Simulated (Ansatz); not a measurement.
CdS:

```
Cd S
1.0
     4.26117    0.00000    0.00000
    -2.13058    3.69028    0.00000
     0.00000    0.00000    5.80417
Cd S
1 1
Cartesian
  0.0000 0.0000 2.5695
  2.1306 1.2301 2.5208
```

Measurements of this composition are mostly on another form, of space group No. 186.

| Property | Result |
| --- | --- |
| Program | Ansatz 0.2.0 |
| Task | relaxation of cell and atoms |
| Functional | PBEsol |
| Dispersion | D3(BJ) |
| Potentials or basis | Ansatz PAW |
| Cutoff | 420 eV (not typed: the program's choice for these potentials) |
| k mesh | 7 × 7 × 5 |
| Occupations | fermi-dirac, width 0.05 eV |
| Spin | no spin polarisation |

At the start: volume 45.64 Å³/atom.

**Question.** Where does the relaxation end?

**Answer.** It ends after 24 steps and the volume is 19.62 Å³/atom (-57.0 %); space group P-6m2 (No. 187, to 0.05 Å).

Step by step:
```csv
step,energy change (eV),largest force (eV/Å),volume (Å³)
1,0.0000,0.0170,91.27
2,-0.0386,0.0032,86.63
3,-0.0470,0.0020,83.71
4,-0.0665,0.0050,79.09
5,-0.0885,0.0083,74.57
6,-0.1137,0.0112,70.25
7,-0.1401,0.0117,66.56
8,-0.1612,0.0170,62.40
9,-0.1667,0.0290,58.03
10,-0.1714,0.0577,58.89
11,-0.1865,0.0163,59.41
12,-0.1926,0.1434,56.27
13,-0.2052,0.0825,50.97
14,-0.2199,0.0386,50.56
15,-0.2300,0.0930,48.47
16,-0.2605,0.2098,45.61
17,-0.3354,0.3654,42.27
18,-0.4188,0.2880,39.86
19,-0.4398,0.0599,39.37
20,-0.4403,0.0832,38.09
21,-0.4426,0.1147,39.93
22,-0.4522,0.0104,39.24
23,-0.4523,0.0008,39.25
24,-0.4502,0.0008,39.25
```

Final structure:
```xyz
2
Lattice="3.6671 0.0000 0.0000 -1.8335 3.1758 0.0000 0.0000 0.0000 3.3702" Properties=species:S:1:pos:R:3 pbc="T T T"
Cd    0.0000    0.0000    2.3202
S     1.8335    1.0586    0.6355
```

Caveat: the volume moved by over 15 % at a fixed basis, so the end points are rough; the plane-wave basis is chosen anew once the cell has moved, so the energies of steps on either side of that aren't comparable; pairwise dispersion overbinds metals, which lowers pressure and volume; the PAW data sets come from PBE, with cores solved anew for the run's functional, which leaves a small shift of forces and pressure.
